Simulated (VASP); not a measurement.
Crystal: Li2S.

```
CELL_PARAMETERS angstrom
0.00000 2.83517 2.83517
2.83517 0.00000 2.83517
2.83517 2.83517 0.00000
ATOMIC_POSITIONS crystal
Li 0.75000 0.75000 0.75000
Li 0.25000 0.25000 0.25000
S 0.00000 0.00000 0.00000
```

The cell comes from a database or a generator and needn't be the stable form of this composition.

```yaml
Program: VASP 6.6.1
Task: relaxation of cell and atoms
Functional: PBE
Dispersion: D3(BJ)
Potentials_or_basis: VASP PAW PBE potentials, release 64 (Li_sv, S)
Cutoff: 600 eV
k_mesh: 8 × 8 × 8
Occupations: gaussian, width 0.02 eV
Spin: no spin polarisation
```

At the start: pressure -2.4 GPa; volume 15.19 Å³/atom.

Task: How do energy, volume and symmetry change on relaxing?

Result: Over 4 steps the energy falls by 6.6 meV/atom and the volume is 14.34 Å³/atom (-5.6 %); space group Fm-3m (No. 225, to 0.05 Å).

The path:
```
step  energy change (eV)  largest force (eV/Å)  pressure (GPa)  volume (Å³)
   1              0.0000                0.0000           -2.38        45.58
   2             -0.0161                0.0000           -1.09        44.10
   3             -0.0198                0.0000           -0.04        43.08
   4             -0.0198                0.0000            0.01        43.03
```

Final structure:
```yaml
crystal:
  lattice:
    - [0.00000, 2.78131, 2.78131]
    - [2.78131, 0.00000, 2.78131]
    - [2.78131, 2.78131, 0.00000]
  atoms:
    - { symbol: Li, position: [0.75000, 0.75000, 0.75000] }
    - { symbol: Li, position: [0.25000, 0.25000, 0.25000] }
    - { symbol: S, position: [0.00000, 0.00000, 0.00000] }
```

Caveat: the cutoff is under 1.25 times the usual one of these potentials, so pressure, stress and relaxed cells hold a basis-set (Pulay) error.
